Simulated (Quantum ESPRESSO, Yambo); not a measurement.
# Quasiparticle gap of SiC (P6_3mc) in Yambo, part 3 of 3

Wanted: ground state, empty states, screening and self-energy for SiC (P6_3mc).

Quantum ESPRESSO 7.5 and Yambo 5.3.0; PBE and many-body steps on it, plane waves. Known limits of the many-body steps: not at the basis limit.

So far. Step 3 (Bands along the symmetry lines): The gap is 2.275 eV, as in the run before at this level. Step 4 (Empty states on the mesh, 6×6×4 mesh, 180 bands): On this mesh the gap is 2.275 eV.

### Step 6. Screening and self-energy, 6×6×4 mesh, 180 bands, screening to 210.9 eV

Now the one-shot GW correction: screening in the RPA, then the self-energy of the levels asked for.

This step: G0W0 on PBE, plane waves, norm-conserving pseudopotentials.

File gw1.in:

```
HF_and_locXC
gw0
dyson
ppa
em1d
rim_cut
RandQpts= 1000000
RandGvec= 1 RL
EXXRLvcs= 74 Ry
VXCRLvcs= 296 Ry
Chimod= "HARTREE"
% BndsRnXp
 1 | 180 |
%
NGsBlkXp= 15.5 Ry
% LongDrXp
 1 | 1 | 1 |
%
% GbndRnge
 1 | 180 |
%
DysSolver= "n"
ExtendOut
PPAPntXp= 27.21138 eV
% QPkrange
 1 | 1 | 7 | 10 |
 19 | 19 | 7 | 10 |
 10 | 10 | 7 | 10 |
%
```

Command:

```sh
$ OMP_NUM_THREADS=1 mpirun -n 4 yambo -F gw1.in -J gw1 -C gw1 > gw1.log
```

Log:

```text
 Yambo, version 5.3.0

 [02] CORE Variables Setup
 =========================

  [... cell, symmetries and grids as in the set-up ...]

  [02.05] Energies & Occupations
  ==============================

  [X] === General ===
  [X] Electronic Temperature                        :  0.000000  0.000000 [eV K]
  [X] Bosonic    Temperature                        :  0.000000  0.000000 [eV K]
  [X] Finite Temperature mode                       : no
  [X] El. density                                   :  0.38765E+24 [cm-3]
  [X] Fermi Level                                   :  9.679822 [eV]

  [X] === Gaps and Widths ===
  [X] Conduction Band Min                           :  2.275274 [eV]
  [X] Valence Band Max                              :  0.000000 [eV]
  [X] Filled Bands                                  :   8
  [X] Empty Bands                                   :    9  180
  [X] Direct Gap                                    :  3.985108 [eV]
  [X] Direct Gap localized at k                     :  10
  [X] Indirect Gap                                  :  2.275274 [eV]
  [X] Indirect Gap between kpts                     :   1  19
  [X] Last valence band width                       :  3.841673 [eV]
  [X] 1st conduction band width                     :  3.637217 [eV]

 [03] Transferred momenta grid and indexing
 ==========================================

 IBZ Q-points                                      :  24
 BZ  Q-points                                      :  144

 K/Q-points units:
 rlu = crystal or reduced units; cc = cartesian coordinates; iku = interal k-units

 Q [ 1]         [rlu]:  0.000000  0.000000  0.000000
 Q [ 2]         [rlu]:  0.000000  0.000000  0.250000
 Q [ 3]         [rlu]:  0.000000  0.000000 -0.500000
 Q [ 4]         [rlu]:  0.65008E-18  0.16667       0.0000
 Q [ 5]         [rlu]:  0.65008E-18  0.16667      0.25000
 Q [ 6]         [rlu]:  0.65008E-18  0.16667     -0.50000
 Q [ 7]         [rlu]:  0.13002E-17  0.33333       0.0000
 Q [ 8]         [rlu]:  0.13002E-17  0.33333      0.25000
 Q [ 9]         [rlu]:  0.13002E-17  0.33333     -0.50000
 Q [10]         [rlu]: -0.19502E-17 -0.50000       0.0000
     [... 12 further rows ...]
 Q [23]         [rlu]: -0.13002E-17 -0.33333      0.25000
 Q [24]         [rlu]: -0.166667 -0.333333  0.250000

 [04] Coloumb potential Random Integration (RIM)
 ===============================================

  [04.01] RIM initialization
  ==========================

  * Diagonal components only detected *

  8 x (sBL volume)        :  0.049475 [a.u.]
  sBZ random points       :  1000000
  Points outside the sBZ  :   7980387
  RL volume               :  0.890552 [a.u.]
  Integrated volume       :  0.892741 [a.u.]

  [04.02] RIM integrals
  =====================

  Gamma point sphere radius             :  0.066591 [a.u.]
  Points outside the sphere             :   800045
  [Int_sBZ(q=0) 1/q^2]*(Vol_sBZ)^(-1/3) =:  7.695676
                                 should be <:  7.795600

  Summary of Coulomb integrals for non-metallic bands |Q|[au] RIM/Bare

  Q [1] 0.100000E-4 0.987182 * Q [2] 0.164755 0.988578
  Q [4] 0.208192 1.087199 * Q [5] 0.265496 1.046934
  Q [22] 0.265496 1.047692 * Q [3] 0.329510 1.006784
  Q [13] 0.360599 1.031365 * Q [6] 0.389770 1.013976
  Q [14] 0.396454 1.023835 * Q [7] 0.416384 1.023904
  Q [23] 0.447794 1.019886 * Q [8] 0.447794 1.019352
  Q [15] 0.488476 1.013289 * Q [9] 0.530992 1.012216
  Q [16] 0.550824 1.014683 * Q [24] 0.574936 1.013340
  Q [17] 0.574936 1.012955 * Q [10] 0.624576 1.012331
  Q [18] 0.641860 1.009875 * Q [11] 0.645941 1.011201
  Q [12] 0.706167 1.009117 * Q [19] 0.721198 1.009563
  Q [20] 0.739778 1.008907 * Q [21] 0.792908 1.007672

 [05] Dipoles
 ============

  [05.01] Setup: observables and procedures
  =========================================

  [WARNING] [x,Vnl] slows the Dipoles computation. To neglect it rename the ns.kb_pp file

 [06] Dynamic Dielectric Matrix (PPA)
 ====================================

 [WR./gw1//ndb.pp]---------------------------------------------------------------
  Brillouin Zone Q/K grids (IBZ/BZ)                :   24  144   24  144
  RL vectors                                       :   3863 [WF]
  Coulomb cutoff potential                         : none
  Electronic Temperature                           :  0.000000 [K]
  Bosonic    Temperature                           :  0.000000 [K]
  PPA    diel. fun.  energies                      : Perdew, Burke & Ernzerhof(X)+Perdew, Burke & Ernzerhof(C)
  wavefunctions                                    : Perdew, Burke & Ernzerhof(X)+Perdew, Burke & Ernzerhof(C)
  Global Gauge                                     : length
  X matrix size                                    :   325
  X band range                                     :    1  180
  X e/h energy range                               : -1.000000 -1.000000 [eV]
  X Time ordering                                  : R
  X Hxc Kernel                                     : HARTREE
  X Drude frequency                                :  0.000000  0.000000
  X poles                                          :  100.0000 [o/o]
  RL vectors in the sum                            :   3863
  [r,Vnl] included                                 : yes
  Field direction                                  :  0.577350E-5  0.577350E-5  0.577350E-5
  BZ energy Double Grid                            : no
  BZ energy DbGd points                            : 0
  BZ Q point size factor                           : -1.000000
  X Optical Averaged directions                    : none

 [07] Local Exchange-Correlation + Non-Local Fock
 ================================================

 [VXC] Plane waves :  23897
 [EXS] Plane waves :  2997

 QP @ state[ 1 ] K range:  1  1
 QP @ state[ 1 ] b range:   7  10
 QP @ state[ 2 ] K range:  10  10
 QP @ state[ 2 ] b range:   7  10
 QP @ state[ 3 ] K range:  19  19
 QP @ state[ 3 ] b range:   7  10

 [xc] Functional : Perdew, Burke & Ernzerhof(X)+Perdew, Burke & Ernzerhof(C)
 [xc] LIBXC used to calculate xc functional
  PP Number of Atomic Species                      :  2
  NLCC RL compoments                               :  23897
  PP Number of Atomic Species                      :  2
  NLCC RL compoments                               :  23897

 [xc] E_xc :  -6.100153 [Ha]
      E_xc :  -12.20031 [Ry]

  Local XC kind (lXC) : Perdew, Burke & Ernzerhof(X)+Perdew, Burke & Ernzerhof(C)
  Non-Local XC kind (nlXC) : Hartree-Fock

  Corrections @ K [1] :  [eV]
 <7|nlXC|7> = -17.52144 -0.49460E-17 <7|lXC|7> = -15.02729  0.000000
 <8|nlXC|8> = -17.52140  0.36576E-17 <8|lXC|8> = -15.02729  0.000000
 <9|nlXC|9> = -7.033265 -0.51519E-19 <9|lXC|9> = -12.16307  0.000000
 <10|nlXC|10> = -7.215983  0.26722E-18 <10|lXC|10> = -12.77919  0.000000

  Corrections @ K [10] :  [eV]
 <7|nlXC|7> = -16.17396 -0.14540E-16 <7|lXC|7> = -12.81321  0.23602E-16
 <8|nlXC|8> = -17.52725 -0.10613E-16 <8|lXC|8> = -14.52000  0.000000
 <9|nlXC|9> = -6.091649  0.32797E-17 <9|lXC|9> = -10.57896  0.000000
 <10|nlXC|10> = -6.990693 -0.18743E-17 <10|lXC|10> = -11.75980  0.000000

  Corrections @ K [19] :  [eV]
 <7|nlXC|7> = -16.98372  0.45398E-17 <7|lXC|7> = -13.06178  0.000000
 <8|nlXC|8> = -17.07453 -0.65132E-17 <8|lXC|8> = -13.14985  0.000000
 <9|nlXC|9> = -5.668117 -0.32110E-17 <9|lXC|9> = -9.907527 -0.94408E-16
 <10|nlXC|10> = -6.209076 -0.11701E-18 <10|lXC|10> = -12.31131  0.000000

 [08] Dyson equation: Newton solver
 ==================================

  [08.01] G0W0 (W PPA)
  ====================

  [  GW  ] Bands range     :    1  180
  [GW/PPA] G damping       :  0.100000 [eV]

  QP @ state[ 1 ] K range:  1  1
  QP @ state[ 1 ] b range:   7  10
  QP @ state[ 2 ] K range:  10  10
  QP @ state[ 2 ] b range:   7  10
  QP @ state[ 3 ] K range:  19  19
  QP @ state[ 3 ] b range:   7  10

   Sc/G bands                                       :    1  180
   Sc/G damping                                     :  0.100000 ev
   Sc bands terminator                              : no
   Sx RL components                                 :  2997

   QP @ state[ 1 ] K range                          :  1  1
   QP @ state[ 1 ] b range                          :   7  10
   QP @ state[ 2 ] K range                          :  10  10
   QP @ state[ 2 ] b range                          :   7  10
   QP @ state[ 3 ] K range                          :  19  19
   QP @ state[ 3 ] b range                          :   7  10
   GF energies kind                                 : Perdew, Burke & Ernzerhof(X)+Perdew, Burke & Ernzerhof(C)
   GF WF`s kind                                     : Perdew, Burke & Ernzerhof(X)+Perdew, Burke & Ernzerhof(C)
   Xs energies kind                                 : Perdew, Burke & Ernzerhof(X)+Perdew, Burke & Ernzerhof(C)
   Xs WF`s kind                                     : Perdew, Burke & Ernzerhof(X)+Perdew, Burke & Ernzerhof(C)

 [11] Game Over & Game summary
```

Wall time 8.7 min (4 MPI ranks of AMD EPYC 9R14 (Zen 4), shared host); peak memory 2.4 GiB; 35 min of CPU time.

This step gave:

```
G0W0 gap on the points computed              : 2.993 eV
starting gap on the mesh                     : 2.275 eV
k of the valence top                         : 0, 0, 0
k of the conduction bottom                   : 0.3333, 0.3333, 0
least direct G0W0 gap on the computed points : 4.915 eV
Z at the valence top                         : 0.7960
Z at the conduction bottom                   : 0.8272
```

The gap on the mesh goes from 2.28 eV to 2.99 eV, a correction of +0.72 eV.

Limits: finite bands, cutoff and mesh. v1 is the top filled band, c1 the lowest empty one. The levels before and after the correction (eV, zero at the valence-band top of each column):

```csv
,conduction bottom,valence top
Kohn-Sham,2.28,0.00
G0W0,2.99,0.00
```

|  | level | energy (eV) |
| --- | --- | --- |
| Kohn-Sham | Γ v2-v1 | 0.000 |
| Kohn-Sham | Γ c1 | 4.820 |
| Kohn-Sham | Γ c2 | 6.220 |
| Kohn-Sham | (0.333 0.333 0) v2 | -4.053 |
| Kohn-Sham | (0.333 0.333 0) v1 | -3.842 |
| Kohn-Sham | (0.333 0.333 0) c1 | 2.275 |
| Kohn-Sham | (0.333 0.333 0) c2 | 8.182 |
| G0W0 | Γ v2-v1 | 0.000 |
| G0W0 | Γ c1 | 5.720 |
| G0W0 | Γ c2 | 7.088 |
| G0W0 | (0.333 0.333 0) v2 | -4.409 |
| G0W0 | (0.333 0.333 0) v1 | -4.203 |
| G0W0 | (0.333 0.333 0) c1 | 2.993 |
| G0W0 | (0.333 0.333 0) c2 | 9.287 |

### Step 7. Where the time went

Times are wall times on the hardware named with each run, good to a factor of about two.

```csv
step,time,share,memory (GiB)
ground state,4.2 s,1 %,0.27
bands along the symmetry lines,3.6 s,1 %,0.24
empty states on the mesh,14 s,3 %,0.42
conversion and set-up,2.9 s,1 %,0.24
screening and self-energy,8.7 min,95 %,2.4
```

### Step 8. Summary of results

```yaml
pbe_gap: 2.28 eV, indirect
g0w0_gap_on_the_mesh: 2.99 eV
gw_settings: 6×6×4 mesh, 180 bands, screening to 210.9 eV, Godby-Needs plasmon pole
known_limits: not at the basis limit
```

In words: G0W0 moves the gap on the mesh from 2.28 eV to 2.99 eV (+0.72 eV), with Z of 0.80 and 0.83 at the edges. Only 3 of the mesh's irreducible points were corrected, so a valley elsewhere could overtake. The dearest step here is «screening and self-energy». Against experiment, by G0W0@PBE: the gap of 2.99 eV lies −0.34 eV from the measured 3.33 eV (kind not stated, quoted 2020). The calculation has static nuclei and no excitons; a measured gap holds zero-point and thermal motion, which mostly lowers it. Bands and cutoff are finite, so the gap is not at the basis limit. The miss can reach some tenths of an eV and take either sign; the mesh is an error of its own. In the G0W0 run levels were corrected at 3 k points alone, so a gap called «on the mesh» is the least over those, and an edge elsewhere would be missed.

[Paths, hosts, dates, memory and timing lines, banners, echoed tables and standing remarks are left out of the program output.]

[Logs are printed without paths, hosts, clocks, repeated set-up lines and the standing remarks that a program may print on its own settings, such as how far it seeks lower states.]

[Runs of the session that timed out or met a known fault of the program may be left out.]

[Hosts, paths, dates, database ids (printed as entryN), source tags and the programs' standing remarks are cut or masked in the printed files.]
